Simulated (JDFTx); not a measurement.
The system is TiCo.

```xyz
2
Lattice="2.9861 0.0000 0.0000 0.0000 2.9861 0.0000 0.0000 0.0000 2.9861" Properties=species:S:1:pos:R:3 pbc="T T T"
Co    1.4931    1.4931    1.4931
Ti    0.0000    0.0000    0.0000
```

The cell comes from a database or a generator and needn't be the stable form of this composition.

Base run:

| Quantity | Value |
| --- | --- |
| Program | JDFTx 1.7.0 (patched build) |
| Functional | PBE |
| Potentials or basis | PseudoDojo-SR-PBE-0.5-standard with smoothed tails |
| Cutoff | 1306 eV |
| Density cutoff | 10449 eV |
| k mesh | 9 × 9 × 9 |
| Occupations | fermi-dirac, width 0.05 eV |
| Spin | collinear spin, ferromagnetic start |
| Starting moments | [2.0, 1.0] μB |
| Hubbard terms | Co d U = 4 eV, Ti d U = 4 eV |

Its results: band gap on the k mesh none (metal or under the smearing width); pressure 19.1 GPa; net moment 0.15 μB per cell; site moments Co +1.76; Ti -1.49 μB.

**Question.** After a change of settings the same cell gave: band gap on the k mesh none (metal or under the smearing width); pressure 10.4 GPa; net moment 0.48 μB per cell; site moments Co +1.55; Ti -0.95 μB. Which change was it?
A. hubbard terms from Co d U = 4 eV, Ti d U = 4 eV to none; hubbard projectors from atomic pseudo-orbitals, not orthogonalised to none
B. hubbard terms from Co d U = 4 eV, Ti d U = 4 eV to Co d U = 3 eV, Ti d U = 3 eV
C. hubbard terms from Co d U = 4 eV, Ti d U = 4 eV to Co d U = 1 eV, Ti d U = 1 eV

**Answer.** B.

Caveats: the U is typed as a test and isn't derived for this compound.
